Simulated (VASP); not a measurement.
CdSe in VASP: convergence with empty bands

Input of the first run (empty bands 1); the others differ in this setting and in those tied to it:

INCAR

```
SYSTEM = CdSe
PREC = Accurate
ENCUT = 500
EDIFF = 1E-7
ISMEAR = 0
SIGMA = 0.02
LREAL = .FALSE.
LASPH = .TRUE.
NELM = 100
ALGO = Normal
ISIF = 2
LWAVE = .FALSE.
LCHARG = .FALSE.
GGA = PE
NBANDS = 10
```

Contents of KPOINTS:

```
Automatic mesh
0
G
  6 6 6
  0 0 0
```

File POSCAR:

```
CdSe
1.0
    0.0000000000      3.0702711986      3.0702711986
    3.0702711986      0.0000000000      3.0702711986
    3.0702711986      3.0702711986      0.0000000000
Cd Se
1 1
Direct
    0.0045730000     -0.0040460000     -0.0012710000
    0.2469020000      0.2480020000      0.2529230000
```

Potentials or basis: VASP PAW PBE potentials, release 64 (Cd, Se).

Command:

```sh
$ cat potpaw_PBE.64/Cd/POTCAR potpaw_PBE.64/Se/POTCAR > POTCAR
$ mpirun -np 1 vasp_std > vasp.out
```

The cell isn't the ideal one: atoms moved at random, drawn with an rms of 0.02 Å.

The cell comes from a database or a generator and needn't be the stable form of this composition.

Hardware: 1 thread of Intel(R) Xeon(R) Platinum 8488C (Sapphire Rapids) (shared host).

```csv
empty bands,"energy less the tightest run, at zero smearing (meV/atom)",SCF cycles,CPU time (s),peak memory (GiB)
1,0.00,14,38,0.23
2,0.00,14,58,0.23
3,0.00,14,51,0.23
4,0.00,14,71,0.24
6,0.00,14,73,0.24
10,0.00,12,82,0.24
16,0.00,12,130,0.27
```

Against the tightest run, the energy stays within 1 meV/atom from 1 on. The tightest run that finished is the yardstick and may itself not be fully converged.
